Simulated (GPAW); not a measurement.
Runs of GPAW 26.7.0 on CdTe. The structure is cubic, space group F-43m (No. 216). The conventional cell has a = 6.410 Å, b = 6.410 Å, c = 6.410 Å, α = 90.00°, β = 90.00°, γ = 90.00°. Te (site symmetry -43m) is surrounded by 4 Cd at 2.78 Å. Cd (site symmetry -43m) is surrounded by 4 Te at 2.78 Å. 

```tsv
task	level	potentials or basis	cell	k mesh	cutoff (eV)	smearing	maxiter	optimizer	fmax	max steps	target pressure	mesh quality	gap on the mesh (eV)	pressure (GPa)
relaxation of cell and atoms	PBEsol	PAW data sets generated in the run's folder for this functional, pw	relaxed to 5 GPa	7 × 7 × 7	600	fermi-dirac 0.05 eV	150	BFGS	0.02 eV/Å	60	5 GPa	not flagged	0.95	5.0
single point	LDA	the program's PAW data sets (release 1.2.1) made for this functional, pw	as given	6 × 6 × 6	450	fermi-dirac 0.05 eV	120	-	-	-	-	not flagged	(b)	-1.1
relaxation of cell and atoms	PBEsol	PAW data sets generated in the run's folder for this functional, pw	relaxed to 10 GPa	7 × 7 × 7	600	fermi-dirac 0.05 eV	150	BFGS	0.02 eV/Å	60	10 GPa	not flagged	(a)	10.0
relaxation of cell and atoms	PBEsol	PAW data sets generated in the run's folder for this functional, pw	relaxed	7 × 7 × 7	600	fermi-dirac 0.05 eV	150	BFGS	0.02 eV/Å	60	-	not flagged	0.68	0.0
```

Alike in all rows: no spin polarisation.

Problem. Estimate the missing entries.

Solution. (a) 1.16; (b) 0.61.

Caveats: spin-orbit coupling is left out, which moves the levels of the heavy elements; later steps reuse the first step's grids (some runs); the cutoff is short for stress and forces, so pressures can be off by a GPa or more (some runs).

A k mesh can miss the band edges, and the runs leave out spin-orbit coupling on Cd, Te.

Runs at the PBE level aren't shown here.
